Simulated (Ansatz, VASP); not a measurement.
One calculation of Na, two programs

The input INCAR:

```
PREC = Accurate
ENCUT = 520
EDIFF = 1E-8
ISMEAR = -1
SIGMA = 0.05
LREAL = F
LASPH = T
NELM = 60
ALGO = Normal
ISIF = 2
LWAVE = F
LCHARG = F
GGA = PE
LEFG = T
NBANDS = 14
```

Contents of KPOINTS:

```
regular mesh
0
Gamma
  13 13 7
```

POSCAR

```
Na
1.0
    3.6539909677      0.0000000000      0.0000000000
   -1.8269954838      3.1644490032      0.0000000000
    0.0000000000      0.0000000000      6.1540000000
Na
2
Direct
    0.3333333333      0.6666666667      0.2500000000
    0.6666666667      0.3333333333      0.7500000000
```

Input for Ansatz:

```yaml
crystal:
  lattice:
    - [3.6539909677, 0.0, 0.0]
    - [-1.8269954838, 3.1644490032, 0.0]
    - [0.0, 0.0, 6.154]
  atoms:
    - { symbol: Na, position: [0.3333333333, 0.6666666667, 0.25] }
    - { symbol: Na, position: [0.6666666667, 0.3333333333, 0.75] }
kpoints:
  mp_grid: { grid: [13, 13, 7] }
scf:
  occupations: { method: fermi_dirac, width: 0.05 }
hamiltonian:
  xc: pbe
  pseudopotentials: { kind: paw }
output:
  forces: true
  stress: true
  eigenvalues: true
  efg: { contact_densities: true }
  write_density: true
  write_potential: true
  elf: true
  volumetric_format: npy
```

Change from the starting cell: equal xx and yy strain of -3 %, PAW files.

Alike in both runs: task electric field gradients; functional PBE; k mesh 13 × 13 × 7; occupations fermi-dirac, width 0.05 eV; no spin polarisation.

```csv
,VASP,Ansatz
version,VASP 6.6.1,Ansatz 0.2.0
potentials or method,"VASP PAW PBE potentials, release 64 (Na_pv)","PAW with Ansatz's default frozen-core files, scalar-relativistic"
plane-wave cutoff (eV),520,420
valence electrons in the cell,14,18
```

```csv
,VASP,Ansatz,Ansatz less VASP
pressure (GPa),0.3,0.3,0.00
largest component of the traceless stress (GPa),0.16,0.17,+0.002
Vzz of the field gradient on the site that differs most (V/Å²),-0.6,-0.6,-0.04
```

With one functional, cell and mesh, what is left measures potentials, basis and numerics. The two sets of potentials don't hold the same shells in valence.
